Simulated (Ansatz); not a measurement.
Crystal: MoS2.

```xyz
3
Lattice="1.5800 0.9122 6.1500 -1.5800 0.9122 6.1500 0.0000 -1.8244 6.1500" Properties=species:S:1:pos:R:3 pbc="T T T"
Mo    0.0000    0.0000    0.0000
S     0.0000    0.0000    7.6936
S     0.0000    0.0000    4.6125
```

Measurements of this composition are mostly on another form, of space group No. 194.

Base run:

```yaml
Program: Ansatz 0.2.0
Functional: revPBE
Potentials_or_basis: Ansatz PAW
Cutoff: "420 eV (not typed: the program's choice for these potentials)"
k_mesh: 6 × 6 × 6
Occupations: fermi-dirac, width 0.05 eV
Spin: no spin polarisation
```

Its results: band gap on the k mesh 0.93 eV, indirect (least direct gap 1.71 eV); pressure 7.3 GPa; largest force 0.577 eV/Å.

Question: The run is repeated on the same cell with these changes: functional from revPBE to PBE. What comes out?

Answer: Band gap on the k mesh 0.92 eV, indirect (least direct gap 1.71 eV); pressure 5.3 GPa; largest force 0.527 eV/Å.

PBE binds more tightly than revPBE, so the same cell stands under less pressure.

Caveats: the PAW data sets come from PBE, with cores solved anew for the run's functional, which leaves a small shift of forces and pressure (some runs).
